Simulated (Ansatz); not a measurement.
A run of Ansatz 0.2.0:

input.yaml

```yaml
crystal:
  lattice:
    - [3.14799252, -1.92978203, 0.0]
    - [3.14799252, 1.92978203, 0.0]
    - [-0.00309924, 0.0, 4.43932959]
  atoms:
    - { symbol: Mo, position: [0.0, 0.0, 0.0] }
    - { symbol: S, position: [0.6879, 0.6879, 0.2889] }
    - { symbol: S, position: [0.3121, 0.3121, 0.7111] }
kpoints:
  mp_grid: { grid: [6, 6, 5] }
scf:
  occupations: { method: fermi_dirac, width: 0.05 }
hamiltonian:
  xc: lda
  pseudopotentials: { kind: all_electron, lapw: { basis_error: 0.002 } }
output:
  forces: true
  stress: true
relax:
  f_tol: 0.01
  max_steps: 60
  cell: {}
```

Potentials or basis: all-electron LAPW, scalar-relativistic.

Run with:

```sh
$ ansatz run input.yaml --threads 2 --pin off --max-ram 6144MiB --backend cpu --events-out ev --progress --plain --runs-dir out
```

Hardware: 2 threads of Intel(R) Xeon(R) Processor @ 2.70GHz, with other jobs on the host.

Task: How long does it take, and how much memory?

Result: It took 2.4 min on 2 threads of Intel(R) Xeon(R) Processor @ 2.70GHz, with other jobs on the host, peak memory 0.45 GiB. Counts: scf iterations 79, plane waves 563, k points 55, bands 35, ion steps 16.
